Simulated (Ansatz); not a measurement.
# Rhodium, dhcp under r²SCAN: ground state and equation of state, part 2 of 3

Aim: take rhodium in the dhcp structure, relax it, solve it on a dense k-mesh, then scale the cell to 7 volumes from 88 to 112 % of the relaxed one and try a fit of the equation of state. The start is ferromagnetic. The k-meshes are 13×13×4 for the relaxation; 18×18×5 for the dense run; 15×15×4 for the volumes.

Ansatz 0.2.0; DFT, r2SCAN, plane waves (500 eV) with PAW, scalar-relativistic.

**4. At 88 % of the relaxed volume**

input.yaml reads:

```yaml
crystal:
  lattice:
    - [2.5764167025, 0.0, 0.0]
    - [-1.2882083512, 2.2312423151, 0.0]
    - [0.0, 0.0, 8.4142690272]
  atoms:
    - { symbol: Rh, position: [0.0, 1.0, 0.0], spin: 1.0 }
    - { symbol: Rh, position: [0.0, 1.0, 0.5], spin: 1.0 }
    - { symbol: Rh, position: [0.3333333333, 0.6666666667, 0.25], spin: 1.0 }
    - { symbol: Rh, position: [0.6666666667, 0.3333333333, 0.75], spin: 1.0 }
hamiltonian:
  xc: r2scan
  pseudopotentials:
    kind: paw
    azcp:
      Rh: "pseudopotentials/Rh.paw.azcp"
basis:
  ecutwfc: 500
  fft_grid_basis: typed
kpoints:
  mp_grid: { grid: [15, 15, 4], shift: [0, 0, 0] }
magnetization:
  spin_polarized: true
scf:
  occupations: { method: fermi_dirac, width: 0.05 }
  lower_state_search: "off"
output:
  stress: true
  write_density: true
  write_potential: true
  elf: true
  volumetric_format: npy
```

On the command line:

```console
> ansatz run input.yaml --threads 2 --pin off --max-ram 6144MiB --backend cpu --events-out ev --progress --plain --runs-dir out
```

Standard output:

```text
Warning: RAYON_NUM_THREADS=2 ignored (pool sized by the plan → 2); use --threads N
Engine: ansatz 0.2.0, aarch64-unknown-linux-gnu
Pseudopotentials: kind: paw
Pseudopotential: Rh, paw, valence charge 17, recommended cutoff 500 eV (meta_gga), <dir>
Functional definition: r2SCAN
  parameter k0 = 0.174
  parameter k1 = 0.065
  parameter a1 = 4.9479
  exchange = r2scan_x(k0 = k0, k1 = k1, a1 = a1)
  correlation = r2scan_c
Crystal: 4 atoms, lattice volume = 48.370 Å³
Basis set: ecut = 500 eV, 1243 PW (Γ), exchange–correlation on 80×80×256 points (64 copies of the dense FFT grid, shifted against one another)
Bands: 44, of which v1, the nominal top of the filled ones, is band 34 counted from 1 (33 counted from 0)
Symmetry: 24 space group operations
Space group: P63/mmc (ITA 194), of the structure as read, at distance tolerance 3.6e-5 Å
Magnetic group: BNS 194.263 (UNI 1493), of the structure as read, at distance tolerance 3.6e-5 Å
k-points: 81 of 900
Non-local potential: Rh, projectors of the file, l = 0: 3, l = 1: 2, l = 2: 2, l = 3: 1
PAW form: soft (Blöchl's): semilocal exchange-correlation on the pseudo side does not see the compensation charge
PAW frozen core: Rh, regenerated for the run's functional (the file was generated under x = pbe(κ = 0.804, μ = 0.2195149727645171), c = pbe(β = 0.06672455060314922))
PAW one-centre angular grid: Rh, 590 points (default); XC on 160 Gauss nodes
Initial density: superposition of atomic densities (chi_scale 0.1, normalization cell)
Starting moments: Σ|m| = 4 μB on 4 of 4 sites
Initial wavefunctions: pseudopotential atomic-orbital guess
Functional: x = r2scan, c = r2scan; τ floored in thin density (d = 2e-4 eV/Å³)
SCF iter   1: F=-25658.145202 eV  HF=-25660.879874 eV  |F-HF|=2.73e0  |Δ(HF+E_count)|=         —  Δρ=8.80e-2 (↑8.80e-2 ↓3.52e-2)  dr2=4.61e0  dr2_τ=8.98e-2  dr2_m=7.65e-1  M=1.836 μB ∫|m|=1.875 μB  β_m=0.30  ethr=3.10e-3  ⟨swp⟩=6.6  Hψ=26878  notcnv=0  defer=21
preconditioner: auto → Kerker (q_TF=auto, 2.888 Å⁻¹)  [metal: Δε(μ)=0.003 eV  Ē_g=11.003 eV  σ=0.050 eV  W_gap=0.02  n_scr=12 (ndim 8)  ℏωp=32.0 eV  f_vac=0.000  D(μ)=4.84/eV (n_scr^D=64)]
spin=Collinear: Kerker preconditioning applied to the charge; magnetization (m = ρ↑ − ρ↓) channel mixes plain (no charge-response kernel on spin).
SCF iter   2: F=-25659.371568 eV  HF=-25660.016153 eV  |F-HF|=6.45e-1  |Δ(HF+E_count)|=   8.64e-1  Δρ=6.00e-2 (↑6.00e-2 ↓2.49e-2)  dr2=1.76e0  dr2_τ=3.04e-2  dr2_m=4.59e-1  M=1.665 μB ∫|m|=1.719 μB  β_m=0.30  ethr=3.10e-3  ⟨swp⟩=2.2  Hψ=10982  notcnv=0  defer=414  κ⁻¹=1.0e0(r=1)
SCF iter   3: F=-25659.993267 eV  HF=-25659.800521 eV  |F-HF|=1.93e-1  |Δ(HF+E_count)|=   2.16e-1  Δρ=2.79e-2 (↑2.79e-2 ↓2.52e-2)  dr2=7.89e-2  dr2_τ=1.54e-2  dr2_m=2.77e-1  M=1.518 μB ∫|m|=1.585 μB  β_m=0.30  ethr=2.58e-3  ⟨swp⟩=2.1  Hψ=11707  notcnv=0  defer=414  κ⁻¹=1.0e-3(r=2)
SCF iter   4: F=-25660.030403 eV  HF=-25659.927701 eV  |F-HF|=1.03e-1  |Δ(HF+E_count)|=   1.27e-1  Δρ=2.44e-2 (↑1.87e-2 ↓2.44e-2)  dr2=2.48e-2  dr2_τ=5.43e-3  dr2_m=1.92e-1  M=1.341 μB ∫|m|=1.419 μB  β_m=0.30  ethr=1.16e-4  ⟨swp⟩=2.0  Hψ=14551  notcnv=0  defer=421  κ⁻¹=8.5e-4(r=3)
SCF iter   5: F=-25660.053197 eV  HF=-25659.993365 eV  |F-HF|=5.98e-2  |Δ(HF+E_count)|=   6.57e-2  Δρ=1.83e-2 (↑1.75e-2 ↓1.83e-2)  dr2=7.98e-4  dr2_τ=2.82e-3  dr2_m=1.41e-1  M=1.172 μB ∫|m|=1.258 μB  β_m=0.30  ethr=3.64e-5  ⟨swp⟩=2.0  Hψ=14060  notcnv=0  defer=421  κ⁻¹=6.0e-5(r=4)
SCF iter   6: F=-25660.068955 eV  HF=-25660.026777 eV  |F-HF|=4.22e-2  |Δ(HF+E_count)|=   3.34e-2  Δρ=1.64e-2 (↑1.64e-2 ↓1.49e-2)  dr2=2.01e-3  dr2_τ=2.09e-3  dr2_m=1.08e-1  M=1.017 μB ∫|m|=1.106 μB  β_m=0.30  ethr=1.17e-6  ⟨swp⟩=2.1  Hψ=13210  notcnv=0  defer=421  κ⁻¹=6.9e-6(r=5)
SCF iter   7: F=-25660.081173 eV  HF=-25660.048918 eV  |F-HF|=3.23e-2  |Δ(HF+E_count)|=   2.21e-2  Δρ=1.48e-2 (↑1.48e-2 ↓1.29e-2)  dr2=3.34e-3  dr2_τ=1.61e-3  dr2_m=8.45e-2  M=0.875 μB ∫|m|=0.965 μB  β_m=0.30  ethr=1.17e-6  ⟨swp⟩=2.0  Hψ=10085  notcnv=0  defer=421  κ⁻¹=2.2e-6(r=6)
SCF iter   8: F=-25660.092166 eV  HF=-25660.067611 eV  |F-HF|=2.46e-2  |Δ(HF+E_count)|=   1.87e-2  Δρ=1.28e-2 (↑1.28e-2 ↓1.18e-2)  dr2=1.75e-3  dr2_τ=1.24e-3  dr2_m=6.65e-2  M=0.749 μB ∫|m|=0.838 μB  β_m=0.30  ethr=1.17e-6  ⟨swp⟩=2.0  Hψ=11830  notcnv=0  defer=420  κ⁻¹=1.6e-6(r=7)
SCF iter   9: F=-25660.100547 eV  HF=-25660.081863 eV  |F-HF|=1.87e-2  |Δ(HF+E_count)|=   1.43e-2  Δρ=1.15e-2 (↑1.15e-2 ↓1.05e-2)  dr2=2.15e-3  dr2_τ=9.82e-4  dr2_m=5.28e-2  M=0.637 μB ∫|m|=0.723 μB  β_m=0.30  ethr=1.17e-6  ⟨swp⟩=2.0  Hψ=12959  notcnv=0  defer=411  κ⁻¹=5.7e-8(r=8)
SCF iter  10: F=-25660.107885 eV  HF=-25660.092786 eV  |F-HF|=1.51e-2  |Δ(HF+E_count)|=   1.09e-2  Δρ=9.83e-3 (↑9.65e-3 ↓9.83e-3)  dr2=1.36e-3  dr2_τ=7.61e-4  dr2_m=4.16e-2  M=0.540 μB ∫|m|=0.622 μB  β_m=0.64  ethr=1.17e-6  ⟨swp⟩=2.5  Hψ=12455  notcnv=0  defer=411
Mixer restart at iter 10: flushing history
spin-set hold released at iteration 10 (site moments contracting): the magnetisation degrees of freedom join the quasi-Newton model from the next iteration; the mixer history was flushed
SCF iter  11: F=-25660.117101 eV  HF=-25660.106303 eV  |F-HF|=1.08e-2  |Δ(HF+E_count)|=   1.35e-2  Δρ=6.43e-3 (↑6.30e-3 ↓6.43e-3)  dr2=4.19e-4  dr2_τ=5.82e-4  dr2_m=1.76e-2  M=0.406 μB ∫|m|=0.482 μB  β_m=1.20  ethr=1.17e-6  ⟨swp⟩=2.0  Hψ=13064  notcnv=0  defer=403  κ⁻¹=1.0e0(r=1)
SCF iter  12: F=-25660.128693 eV  HF=-25660.118460 eV  |F-HF|=1.02e-2  |Δ(HF+E_count)|=   1.22e-2  Δρ=8.90e-4 (↑8.90e-4 ↓8.88e-4)  dr2=1.34e-4  dr2_τ=2.24e-5  dr2_m=2.33e-4  M=0.154 μB ∫|m|=0.194 μB  β_m=1.20  ethr=6.16e-7  ⟨swp⟩=2.8  Hψ=14976  notcnv=0  defer=403  κ⁻¹=1.5e-2(r=2)
SCF iter  13: F=-25660.130137 eV  HF=-25660.124721 eV  |F-HF|=5.42e-3  |Δ(HF+E_count)|=   6.26e-3  Δρ=5.65e-4 (↑5.65e-4 ↓5.45e-4)  dr2=5.20e-5  dr2_τ=5.83e-6  dr2_m=9.36e-5  M=0.105 μB ∫|m|=0.130 μB  β_m=1.20  ethr=1.97e-7  ⟨swp⟩=2.1  Hψ=13413  notcnv=0  defer=397  κ⁻¹=2.1e-3(r=3)
SCF iter  14: F=-25660.131048 eV  HF=-25660.129321 eV  |F-HF|=1.73e-3  |Δ(HF+E_count)|=   4.60e-3  Δρ=2.30e-4 (↑2.30e-4 ↓1.93e-4)  dr2=1.12e-5  dr2_τ=8.39e-7  dr2_m=1.32e-5  M=0.053 μB ∫|m|=0.066 μB  β_m=1.20  ethr=7.65e-8  ⟨swp⟩=2.7  Hψ=13939  notcnv=0  defer=397  κ⁻¹=4.4e-4(r=4)
SCF iter  15: F=-25660.131330 eV  HF=-25660.131063 eV  |F-HF|=2.66e-4  |Δ(HF+E_count)|=   1.74e-3  Δρ=1.09e-4 (↑1.06e-4 ↓1.09e-4)  dr2=3.12e-6  dr2_τ=2.39e-7  dr2_m=2.61e-6  M=0.020 μB ∫|m|=0.025 μB  β_m=1.20  ethr=1.64e-8  ⟨swp⟩=3.2  Hψ=17362  notcnv=0  defer=397  κ⁻¹=3.2e-5(r=5)
SCF iter  16: F=-25660.131363 eV  HF=-25660.131282 eV  |F-HF|=8.10e-5  |Δ(HF+E_count)|=   2.18e-4  Δρ=6.12e-5 (↑5.81e-5 ↓6.12e-5)  dr2=1.17e-6  dr2_τ=7.36e-8  dr2_m=7.62e-7  M=0.011 μB ∫|m|=0.014 μB  β_m=0.84  ethr=4.58e-9  ⟨swp⟩=2.1  Hψ=12570  notcnv=0  defer=397  κ⁻¹=1.4e-5(r=6)
SCF iter  17: F=-25660.131377 eV  HF=-25660.131376 eV  |F-HF|=6.71e-7  |Δ(HF+E_count)|=   9.45e-5  Δρ=1.74e-5 (↑1.74e-5 ↓1.23e-5)  dr2=1.02e-7  dr2_τ=3.42e-9  dr2_m=3.48e-8  M=0.001 μB ∫|m|=0.001 μB  β_m=0.82  ethr=1.72e-9  ⟨swp⟩=3.1  Hψ=14855  notcnv=0  defer=397  κ⁻¹=1.7e-6(r=7)
iter 18 did not close the SCF: its close was put off for a magnetic moment that had not settled (scf_convergence_deferred on its scf_iter line)
SCF iter  18: F=-25660.131377 eV  HF=-25660.131377 eV  |F-HF|=8.70e-8  |Δ(HF+E_count)|=   7.33e-7  Δρ=8.93e-6 (↑8.93e-6 ↓7.63e-6)  dr2=3.58e-8  dr2_τ=9.99e-10  dr2_m=8.84e-10  M=-0.000 μB ∫|m|=0.000 μB  β_m=1.20  ethr=1.47e-10  ⟨swp⟩=14.2  Hψ=49137  notcnv=0  κ⁻¹=3.5e-7(r=8)
SCF iter  19: F=-25660.131377 eV  HF=-25660.131377 eV  |F-HF|=2.80e-7  |Δ(HF+E_count)|=   2.36e-7  Δρ=5.80e-6 (↑5.39e-6 ↓5.80e-6)  dr2=1.09e-8  dr2_τ=5.79e-10  dr2_m=4.79e-9  M=-0.001 μB ∫|m|=0.001 μB  β_m=1.20  ethr=5.26e-11  ⟨swp⟩=5.2  Hψ=39919  notcnv=0  κ⁻¹=2.2e-7(r=8)
SCF iter  20: F=-25660.131377 eV  HF=-25660.131377 eV  |F-HF|=1.48e-7  |Δ(HF+E_count)|=   1.66e-7  Δρ=1.67e-6 (↑1.67e-6 ↓1.60e-6)  dr2=8.40e-10  dr2_τ=5.65e-11  dr2_m=8.23e-10  M=-0.000 μB ∫|m|=0.001 μB  β_m=1.20  ethr=1.60e-11  ⟨swp⟩=7.0  Hψ=35853  notcnv=0  κ⁻¹=4.3e-6(r=8)
iter 21 did not close the SCF: its close was put off for a magnetic moment that had not settled (scf_convergence_deferred on its scf_iter line)
SCF iter  21: F=-25660.131377 eV  HF=-25660.131377 eV  |F-HF|=7.68e-8  |Δ(HF+E_count)|=   8.31e-8  Δρ=1.70e-6 (↑1.70e-6 ↓1.61e-6)  dr2=2.54e-10  dr2_τ=7.88e-11  dr2_m=9.76e-10  M=-0.000 μB ∫|m|=0.000 μB  β_m=1.20  ethr=1.23e-12  ⟨swp⟩=6.4  Hψ=33443  notcnv=0  κ⁻¹=1.7e-6(r=8)
iter 22 did not close the SCF: its close was put off for a magnetic moment that had not settled (scf_convergence_deferred on its scf_iter line)
SCF iter  22: F=-25660.131377 eV  HF=-25660.131377 eV  |F-HF|=1.32e-8  |Δ(HF+E_count)|=   7.67e-8  Δρ=8.98e-7 (↑7.90e-7 ↓8.98e-7)  dr2=1.38e-10  dr2_τ=1.62e-11  dr2_m=1.93e-10  M=-0.000 μB ∫|m|=0.000 μB  β_m=1.20  ethr=1.00e-12  ⟨swp⟩=4.4  Hψ=38528  notcnv=0  κ⁻¹=5.5e-6(r=8)
SCF iter  23: F=-25660.131377 eV  HF=-25660.131377 eV  |F-HF|=9.02e-10  |Δ(HF+E_count)|=   1.47e-8  Δρ=2.54e-7 (↑2.54e-7 ↓2.53e-7)  dr2=2.34e-11  dr2_τ=1.38e-12  dr2_m=7.64e-12  M=-0.000 μB ∫|m|=0.000 μB  ethr=1.00e-12  ⟨swp⟩=4.6  Hψ=35093  notcnv=0
WARN: the starting moments were not kept: the SCF closed with an absolute magnetisation of 3.9e-5 μB, where they sum to 4 μB in size (4 sites). That is at most 0.1 of that sum. Measured as dr2_m measures the in/out step, that magnetisation stands 3.1e-10 eV from none, at or under the dr2_threshold of 1.0e-7 eV: it is no larger than a step whose dr2_m would equal this threshold. The system may hold no moment; this SCF shows only that its start led to no more than that. To try another start: raise the starting moments (crystal.atoms[].spin, magnetization.per_species, magnetization.initial_magnetization, or on a non-collinear deck that types none of these the spinor_matrix: blocks that start its atoms; where the total moment is fixed, keep their sum and leave initial_magnetization as it is; typed ones take the place of any that the run laid by itself, positive ones on a crystal's lanthanoids without a Hubbard term where scf.initial_density.shell_occupations: [] is typed) or, if the notice of its spin-set hold's release reads "site moments contracting" or "site moments show no strong build", lengthen the hold (scf.mixing.spin_hold: { on: { confirm: 4 } }; for m-r²SCAN on two components see the key's manual first). Each may lead to a state that holds a moment. A second SCF, from the converged charge density, with the starting moments and any scf.initial_density.shell_occupations laid on it anew, would have followed, and was not run: the deck does not ask for one (magnetization.retry_lost_moments is false, the default). To let it run, set magnetization.retry_lost_moments: true and run the deck again, where that key's refused combinations let it; where memory then withholds it, that run's warning says so.
SCF 1 converged in 23 iterations: F = -25660.131377 eV  dr2 = 2.34e-11
this state was not tested for a lower state beside it, because the mixer in use, unlike msr1, does not test its closes by its own steps (another_mixer; see scf.mixing.algorithm and scf.lower_state_search)
SCF converged after 23 iterations
Magnetization: -0.0000 μB (34.0000 up, 34.0000 down)
Absolute magnetization: 0.0000 μB (∫|ρ↑−ρ↓|, with the PAW one-centre terms)
Spin contamination: 0.0000 ħ² per cell (⟨S²⟩ above its minimum at these occupations)
Per-site moments (μB) at R_I (Å): [(-1.0416349360738594e-5, 1.0627489293008976), (-1.0416349360758796e-5, 1.0627489293008976), (-7.334468396814048e-6, 1.0627489293008976), (-7.334468396891945e-6, 1.0627489293008976)]
Free energy (F): -25660.131377 eV
Harris-Foulkes:  -25660.131377 eV  (|F-HF|=9.02e-10)
Internal energy: -25660.102374 eV  (E = F + TS)
E sigma→0 (E₀):  -25660.116876 eV
Entropy (-TS):   -0.029003 eV (-7.251 meV/atom)
Fermi energy:    26.175182 eV
--- Per-component energies (eV) ---
  E_band       = -178.240736
  E_kinetic    = 2314.439847
  E_local      = -5626.936170  (includes V_loc(G=0)·N_el)
  E_nonlocal   = 1422.918229
  E_hartree    = 1997.418402
  E_xc         = -875.055883
  E_vxc        = -1268.176284  (∫ρ·V_xc dr)
  E_paw        = -14418.413932  (= ΣΔE_a)
  E_vpaw       = -1100.927887  (= ΣTr[D̂ρ^β])
  E_aug_tail   = 0.002485  (compensation charges beyond the density's cutoff)
  E_vtau       = 85.602006  (kinetic-family band-sum trace: ∫τ·v_τ [+ j·A + Jᵃ·Aᵃ] dr)
  E_ewald      = -10472.995514
  E_core_change = -1.479838  (= ΣΔE_core)
  E_smearing   = -0.029003  (= −TS)
  E_closure    = 0.000000  (closes the sum)
  Σ components = -25660.131377   (vs F -25660.131377, Δ=0.00e0)
--- Stress (GPa, compression-positive) ---
       49.453027       0.000000       0.000000
        0.000000      49.453027       0.000000
        0.000000       0.000000      50.035731
  P = ⅓ Tr σ = 49.6473 GPa (496.473 kbar)
--- Band table (eV; the first three rows and the last of 162) ---
  k-point 0 ↑: bands = ["-55.4484", "-55.3566", "-55.3266", "-55.2334", "-23.0575", "-22.4821", "-22.4636", "-22.0303", "-22.0303", "-21.9662", "-21.9662", "-21.9309", "-21.9309", "-21.8659", "-21.8659", "-21.8604", "17.0169", "18.6356", "18.9092", "18.9377", "22.1455", "22.1455", "22.2281", "22.2281", "22.2551", "22.2638", "22.3017", "22.6899", "22.6899", "22.8505", "22.8505", "24.3064", "24.3064", "25.0580", "25.0580", "25.7273", "25.7273", "26.7159", "26.7159", "26.9590", "36.6922", "41.2993", "42.2677", "43.4462"]
  k-point 1 ↑: bands = ["-55.4404", "-55.3849", "-55.2981", "-55.2415", "-23.0139", "-22.6998", "-22.2419", "-22.0244", "-22.0244", "-21.9839", "-21.9839", "-21.9131", "-21.9131", "-21.9081", "-21.8719", "-21.8719", "17.2031", "18.4140", "18.6941", "18.9965", "21.8960", "22.1817", "22.1999", "22.1999", "22.2874", "22.2874", "22.6042", "22.6042", "22.7495", "22.7495", "23.3823", "24.4345", "24.4345", "24.9521", "24.9521", "25.9006", "25.9006", "26.3232", "26.5884", "26.5884", "37.4679", "41.0037", "42.4229", "42.5359"]
  k-point 2 ↑: bands = ["-55.4180", "-55.4180", "-55.2645", "-55.2645", "-22.8890", "-22.8890", "-22.0429", "-22.0429", "-22.0077", "-22.0077", "-22.0077", "-22.0077", "-21.8889", "-21.8889", "-21.8889", "-21.8889", "17.7215", "17.7215", "18.8455", "18.8455", "21.9933", "21.9933", "22.3245", "22.3245", "22.3245", "22.3245", "22.5620", "22.5620", "22.5620", "22.5620", "24.7054", "24.7054", "24.7054", "24.7054", "24.8987", "24.8987", "26.2639", "26.2639", "26.2639", "26.2639", "39.2670", "39.2670", "42.5295", "42.5295"]
  k-point 80 ↓: bands = ["-55.1969", "-55.1969", "-55.1669", "-55.1669", "-22.7832", "-22.7832", "-22.7424", "-22.7424", "-22.5715", "-22.5715", "-22.5485", "-22.5485", "-22.1723", "-22.1723", "-22.1650", "-22.1650", "19.6144", "19.6144", "20.4403", "20.4403", "20.9083", "20.9083", "21.0815", "21.0815", "22.2235", "22.2235", "22.2370", "22.2370", "23.8922", "23.8922", "24.7517", "24.7517", "26.3409", "26.3409", "26.6711", "26.6711", "34.2488", "34.2488", "34.5699", "34.5699", "35.4414", "35.4414", "39.1728", "39.1728"]
```

Wall time 55 s (2 threads of Arm Neoverse V2, shared host); peak memory 0.63 GiB.

Density in a lattice plane of the grid's cell (edges 2.58 and 8.41 Å, at 0.000 of the third edge), which holds Rh. It is the smooth density of the valence electrons, not physical close to the nuclei.

Ten even steps from '0' (0.32 e/Å³) to '9' (15.02 e/Å³):
```
54100014
00000000
00000000
00000000
00011100
00000000
00000000
00000000
54100014
96200026
54100014
00000000
00000000
00000000
00011100
00000000
00000000
00000000
54100014
97200027
```
Columns run along the first of these edges and rows up along the second, over one cell in 8 and 20 even steps from the bottom left corner. Atoms in the plane (fractional): Rh at (1.00, 0.00), Rh at (1.00, 0.50).

**5. At 92 % of the relaxed volume**

input.yaml: that of step 4 with these lines changed.

```diff
@@ -2,5 +2,5 @@
   lattice:
-    - [2.5764167025, 0.0, 0.0]
-    - [-1.2882083512, 2.2312423151, 0.0]
-    - [0.0, 0.0, 8.4142690272]
+    - [2.6148763532, 0.0, 0.0]
+    - [-1.3074381766, 2.2645493497, 0.0]
+    - [0.0, 0.0, 8.53987365]
   atoms:
@@ -28,5 +28 @@
   stress: true
-  write_density: true
-  write_potential: true
-  elf: true
-  volumetric_format: npy
```

On the command line:

```console
> ansatz run input.yaml --threads 2 --pin off --max-ram 6144MiB --backend cpu --events-out ev --progress --plain --runs-dir out
```

Standard output, cut to the lines that bear on the results:

```text
Warning: RAYON_NUM_THREADS=2 ignored (pool sized by the plan → 2); use --threads N
[...]
[... 3 set-up lines as earlier in the session ...]
[...]
Crystal: 4 atoms, lattice volume = 50.569 Å³
Basis set: ecut = 500 eV, 1279 PW (Γ), exchange–correlation on 80×80×256 points (64 copies of the dense FFT grid, shifted against one another)
Bands: 44, of which v1, the nominal top of the filled ones, is band 34 counted from 1 (33 counted from 0)
[... 1 set-up line as earlier in the session ...]
[...]
WARN: the starting moments were not kept: the SCF closed with an absolute magnetisation of 1.1e-5 μB, where they sum to 4 μB in size (4 sites). That is at most 0.1 of that sum. Measured as dr2_m measures the in/out step, that magnetisation stands 2.6e-11 eV from none, at or under the [...]
Spin contamination: 0.0000 ħ² per cell (⟨S²⟩ above its minimum at these occupations)
Per-site moments (μB) at R_I (Å): [(2.6741714300961828e-6, 1.0786131924896234), (2.6741714300969413e-6, 1.0786131924896234), (2.5784748532462796e-6, 1.0786131924896234), (2.5784748530514582e-6, 1.0786131924896234)]
Free energy (F): -25660.664596 eV
[...]
E sigma→0 (E₀):  -25660.648646 eV
Entropy (-TS):   -0.031899 eV (-7.975 meV/atom)
Fermi energy:    24.751031 eV
[...]
--- Stress (GPa, compression-positive) ---
       28.784038       0.000000      -0.000000
        0.000000      28.784038       0.000000
       -0.000000       0.000000      29.159162
  P = ⅓ Tr σ = 28.9091 GPa (289.091 kbar)
```

Wall time 48 s (2 threads of Arm Neoverse V2, shared host); peak memory 0.63 GiB.

**6. At 96 % of the relaxed volume**

input.yaml: that of step 5 with these lines changed.

```diff
@@ -2,5 +2,5 @@
   lattice:
-    - [2.6148763532, 0.0, 0.0]
-    - [-1.3074381766, 2.2645493497, 0.0]
-    - [0.0, 0.0, 8.53987365]
+    - [2.6522367773, 0.0, 0.0]
+    - [-1.3261183886, 2.296904426, 0.0]
+    - [0.0, 0.0, 8.6618883298]
   atoms:
@@ -28 +28,5 @@
   stress: true
+  write_density: true
+  write_potential: true
+  elf: true
+  volumetric_format: npy
```

On the command line:

```console
> ansatz run input.yaml --threads 2 --pin off --max-ram 6144MiB --backend cpu --events-out ev --progress --plain --runs-dir out
```

Standard output, cut to the lines that bear on the results:

```text
Warning: RAYON_NUM_THREADS=2 ignored (pool sized by the plan → 2); use --threads N
[...]
[... 3 set-up lines as earlier in the session ...]
[...]
Crystal: 4 atoms, lattice volume = 52.768 Å³
Basis set: ecut = 500 eV, 1351 PW (Γ), exchange–correlation on 80×80×256 points (64 copies of the dense FFT grid, shifted against one another)
Bands: 44, of which v1, the nominal top of the filled ones, is band 34 counted from 1 (33 counted from 0)
[... 1 set-up line as earlier in the session ...]
[...]
WARN: the starting moments were not kept: the SCF closed with an absolute magnetisation of 1.4e-4 μB, where they sum to 4 μB in size (4 sites). That is at most 0.1 of that sum. Measured as dr2_m measures the in/out step, that magnetisation stands 3.8e-9 eV from none, at or under the [...]
Per-site moments (μB) at R_I (Å): [(-3.8315360659758665e-5, 1.0940240344655903), (-3.8315360659758455e-5, 1.0940240344655903), (-2.7711455497033157e-5, 1.0940240344655903), (-2.7711455496985466e-5, 1.0940240344655903)]
Free energy (F): -25660.945297 eV
[...]
E sigma→0 (E₀):  -25660.927813 eV
Entropy (-TS):   -0.034969 eV (-8.742 meV/atom)
Fermi energy:    23.445763 eV
[...]
--- Stress (GPa, compression-positive) ---
       12.586453       0.000000      -0.000000
        0.000000      12.586453       0.000000
       -0.000000       0.000000      12.809592
  P = ⅓ Tr σ = 12.6608 GPa (126.608 kbar)
--- Band table (eV; the first three rows and the last of 162) ---
[...]
```

Run time: 66 s. Hardware: 2 threads of Arm Neoverse V2, shared host; peak memory 0.65 GiB.

(Continued in part 3 of 3.)
